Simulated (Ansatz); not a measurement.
## BaS under changes of volume

One of the cells (32.576 Å³/atom); the others are scaled copies at fixed shape and fractional positions:

```
CELL_PARAMETERS angstrom
0.00000 3.19375 3.19375
3.19375 0.00000 3.19375
3.19375 3.19375 0.00000
ATOMIC_POSITIONS crystal
Ba 0.00000 0.00000 0.00000
S 0.50000 0.50000 0.50000
```

* Program: Ansatz 0.2.0
* Functional: PBEsol
* Potentials or basis: all-electron LAPW, scalar-relativistic
* Cutoff: 148 eV (chosen from the basis error)
* Basis error allowed: 0.0005 eV/atom
* k mesh: 7 × 7 × 7
* Occupations: fermi-dirac, width 0.05 eV
* Spin: no spin polarisation

| volume (Å³/atom) | energy over the lowest point (meV/atom) | pressure (GPa) | gap on the mesh (eV) |
| --- | --- | --- | --- |
| 30.622 | 5.85 | 1.8 | 2.03 |
| 31.273 | 0.82 | 0.7 | 2.07 |
| 31.925 | 0.00 | -0.3 | 2.11 |
| 32.576 | ? | ? | ? |
| 33.228 | 9.24 | -1.9 | 2.17 |
| 33.879 | 18.53 | -2.6 | 2.20 |
| 34.531 | 30.50 | -3.2 | 2.22 |

Q: What does the run at 32.576 Å³/atom give?

A: Energy over the lowest point 2.95 meV/atom; pressure -1.2 GPa; gap on the mesh 2.14 eV.

Worked out: A Birch-Murnaghan fit of order 3 (a polynomial in V^(-2/3)) to the other rows has its minimum at 31.73 Å³/atom with B0 = V·E''(V) = 47 GPa and B' = 4.6. It gives 2.94 meV/atom at 32.576 Å³/atom, against the run's 2.95, and -dE/dV = -1.2 GPa, against -1.2. A straight line through the other rows of the gap, of slope 1.59 eV per unit of ln V, gives 2.13 eV, against the run's 2.14.

Energies are extrapolated to zero smearing.

Caveats: spin-orbit coupling is left out, which moves the levels of the heavy elements; an odd mesh through Γ misses points on the zone boundary, where band edges often lie.
